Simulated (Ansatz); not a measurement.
## Ligand exchange: Sc(CH3)F2 + C4H9F → ScF3 + C5H12

Gas-phase species: Sc(CH3)F2, singlet; C4H9F (2-fluorobutane) `CCC(C)F`, singlet; ScF3 `[F][Sc]([F])[F]`, singlet; C5H12 `CCC(C)C`, singlet. The partners trade CH3 for F: Sc–CH3 and C–F bonds give way to Sc–F and C–CH3.

Shapes, held fixed at every level: PBE0-D4/def2-TZVP. Flexible molecules stand in one conformer, not always the lowest. Programs: Ansatz 0.2.0. Electronic energies: no zero-point or thermal term.

```json
{"level": "HF/def2-SVP", "kind": "Hartree–Fock", "ΔE (kJ/mol)": "-252.7", "less CCSD(T)/def2-TZVPP": "+11.2"}
{"level": "HF/def2-TZVPP", "kind": "Hartree–Fock", "ΔE (kJ/mol)": "-249.0", "less CCSD(T)/def2-TZVPP": "+14.9"}
{"level": "B3LYP-D4/def2-TZVPP", "kind": "global hybrid", "ΔE (kJ/mol)": "-259.1", "less CCSD(T)/def2-TZVPP": "+4.8"}
{"level": "B2PLYP/def2-TZVPP", "kind": "double hybrid", "ΔE (kJ/mol)": "-263.0", "less CCSD(T)/def2-TZVPP": "+0.9"}
{"level": "CCSD(T)/def2-SVP", "kind": "coupled cluster or CI", "ΔE (kJ/mol)": "-279.6", "less CCSD(T)/def2-TZVPP": "-15.7"}
{"level": "CCSD/def2-SVP", "kind": "coupled cluster or CI", "ΔE (kJ/mol)": "-277.2", "less CCSD(T)/def2-TZVPP": "-13.3"}
{"level": "CCSD/def2-TZVPP", "kind": "coupled cluster or CI", "ΔE (kJ/mol)": "-261.8", "less CCSD(T)/def2-TZVPP": "+2.1"}
{"level": "CCSD(T)/def2-TZVPP", "kind": "coupled cluster or CI", "ΔE (kJ/mol)": "-263.9", "less CCSD(T)/def2-TZVPP": "0.0"}
```

The highest level, CCSD(T)/def2-TZVPP, gives ΔE = -263.9 kJ/mol; the levels span -279.6 to -249.0. The column of differences is taken from that level and isn't an error. No measured value is set beside it here. Outer-core shells of Sc are correlated, in sets that cover them unevenly.
